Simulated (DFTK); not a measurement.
Runs of DFTK 0.8.2 on Fe. It takes space group Im-3m (No. 229, cubic). The conventional cell has a = 2.886 Å, b = 2.886 Å, c = 2.886 Å, α = 90.00°, β = 90.00°, γ = 90.00°. Around Fe (site symmetry m-3m) lie 8 Fe at 2.50 Å. 

```tsv
task	level	potentials or basis	U	k mesh	cutoff (eV)	SCF solver	start of the occupations	symmetries used	mesh quality	gap on the mesh (eV)	pressure (GPa)	moment (μB)
band structure	BJ06	SG15 1.2 (PBE)	-	8 × 8 × 8	1225	ScfAndersonSolver	-	-	coarse	none	-	2.55
single point	PBE	dojo.nc.sr.pbe.v0_5.standard.upf (PBE)	-	13 × 13 × 13	1225	-	-	-	not flagged	none	-5.0	2.46
single point	PBE	SPMS 1.0 (PBE)	-	13 × 13 × 13	1225	-	-	-	not flagged	none	-5.8	2.40
band structure	PBEsol+U	dojo.nc.sr.pbesol.v0_4_1.standard.upf (PBEsol)	Fe d U = 1.5 eV	6 × 6 × 6	1225	-	half filled (the program's default)	no	coarse	none	-5.0	(a)
single point	PBE	dojo.nc.sr.pbe.v0_4_1.standard.upf (PBE)	-	13 × 13 × 13	1225	-	-	-	not flagged	none	-5.0	2.46
single point	PBE	dojo.nc.sr.pbe.v0_5.stringent.upf (PBE)	-	13 × 13 × 13	1605	-	-	-	not flagged	none	(b)	2.35
```

Alike in all rows: spin collinear, ferromagnetic start; cell as given; smearing fermi-dirac 0.05 eV.

**Question.** Estimate the missing entries.

**Answer.** (a) 2.73; (b) -7.9.

Caveats: some runs use coarse meshes; the program leaves the constant c of mgga_x_tb09 at 1, so the potential is Becke-Johnson's (BJ06) and not Tran and Blaha's, with levels but no total energy (some runs); the potentials were made for another functional, which shifts forces and pressure (some runs); the Hubbard orbitals reach further out than in other programs, which can move energies by up to some tens of meV an atom (some runs); the U is typed as a test and isn't derived for this compound (some runs).

A gap of «none» marks a metal or a gap under the smearing width.
